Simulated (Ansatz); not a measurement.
The system is WC.

```
W C
1.0
     0.00000    2.19268    2.19268
     2.19268    0.00000    2.19268
     2.19268    2.19268    0.00000
W C
1 1
Direct
  0.00000 0.00000 0.00000
  0.50000 0.50000 0.50000
```

Measurements of this composition are mostly on another form, of space group No. 187.

```yaml
Program: Ansatz 0.2.0
Task: relaxation of cell and atoms
Functional: PBEsol
Potentials_or_basis: Ansatz PAW
Cutoff: "420 eV (not typed: the program's choice for these potentials)"
k_mesh: 10 × 10 × 10
Occupations: fermi-dirac, width 0.05 eV
Spin: no spin polarisation
Hubbard_terms: W d U = 6 eV
```

At the start: volume 10.54 Å³/atom.

How do energy, volume and symmetry change on relaxing?

It ends after 7 steps and the volume is 10.28 Å³/atom (-2.5 %); space group Fm-3m (No. 225, to 0.05 Å).

Step by step:
| step | energy change (eV) | largest force (eV/Å) | volume (Å³) |
| --- | --- | --- | --- |
| 1 | 0.0000 | 0.0000 | 21.08 |
| 2 | -0.0136 | 0.0000 | 20.31 |
| 3 | -0.0166 | 0.0000 | 20.57 |
| 4 | -0.0166 | 0.0000 | 20.56 |
| 5 | -0.0156 | 0.0000 | 20.56 |
| 6 | -0.0156 | 0.0000 | 20.55 |
| 7 | -0.0156 | 0.0000 | 20.55 |

Final structure:
```yaml
crystal:
  lattice:
    - [0.00000, 2.17417, 2.17417]
    - [2.17417, 0.00000, 2.17417]
    - [2.17417, 2.17417, 0.00000]
  atoms:
    - { symbol: W, position: [0.00000, 0.00000, 0.00000] }
    - { symbol: C, position: [0.50000, 0.50000, 0.50000] }
```

Caveat: the plane-wave basis is chosen anew once the cell has moved, so the energies of steps on either side of that aren't comparable; the pressure holds a Pulay correction of +0.3 GPa for the finite cutoff; U without spin polarisation on a metal has little footing; the PAW data sets come from PBE, with cores solved anew for the run's functional, which leaves a small shift of forces and pressure; the U is typed as a test and isn't derived for this compound.
